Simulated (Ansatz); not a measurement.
# AgBr under compression and expansion

```cif
data_structure
_symmetry_space_group_name_H-M 'Fm-3m'
_symmetry_Int_Tables_number 225
_cell_length_a 5.7721
_cell_length_b 5.7721
_cell_length_c 5.7721
_cell_angle_alpha 90.000
_cell_angle_beta 90.000
_cell_angle_gamma 90.000
_cell_volume 192.31
loop_
_atom_site_label
_atom_site_type_symbol
_atom_site_symmetry_multiplicity
_atom_site_Wyckoff_symbol
_atom_site_fract_x
_atom_site_fract_y
_atom_site_fract_z
_atom_site_occupancy
Ag1 Ag 4 b 0.50000 0.00000 0.00000 1
Br1 Br 4 a 0.00000 0.00000 0.00000 1
```

The runs use the primitive cell with vectors (0.000, 2.886, 2.886), (2.886, 0.000, 2.886), (2.886, 2.886, 0.000) Å, to which the k mesh refers.

The cell comes from COD entry 9011682, which wasn't checked; take it as a given geometry.

Levels of theory: DFT, LDA, all-electron LAPW, scalar-relativistic (Ansatz 0.2.0); DFT, LDA, PAW with Ansatz's default frozen-core files, scalar-relativistic (Ansatz 0.2.0).

For LAPW: a Γ-centred 7×7×7 k mesh, Fermi–Dirac smearing of 0.03 eV, basis error target 0.5 meV/atom, no spin polarisation. PAW takes a cutoff of 420 eV at this cell (files made with PBE, cores remade for this functional). The Ansatz runs share mesh, smearing and spin set-up. Plane-wave (PAW) pressures include the program's estimate of the Pulay term.

The cell above is scaled evenly, with fractional coordinates and shape held.

```
V/V(cell)  V (Å³/atom)  P, LAPW (GPa)  P, PAW (GPa)  gap on the k mesh, LAPW (eV)  free energy over the lowest listed, PAW (meV/atom)
   0.9400       22.596          -2.14         -2.15                          0.46                                                 0.0
   0.9600       23.077          -3.16         -3.17                          0.45                                                 8.0
   0.9800       23.558          -4.06         -4.06                          0.45                                                18.9
   0.9900       23.798          -4.46         -4.46                          0.45                                                25.3
   1.0000       24.039          -4.83         -4.83                          0.45                                                32.3
   1.0100       24.279          -5.17         -5.18                          0.45                                                39.8
   1.0200       24.520          -5.50         -5.50                          0.45                                                47.8
   1.0400       25.000          -6.07         -6.08                          0.46                                                65.2
   1.0600       25.481          -6.57         -6.57                          0.46                                                84.2
```
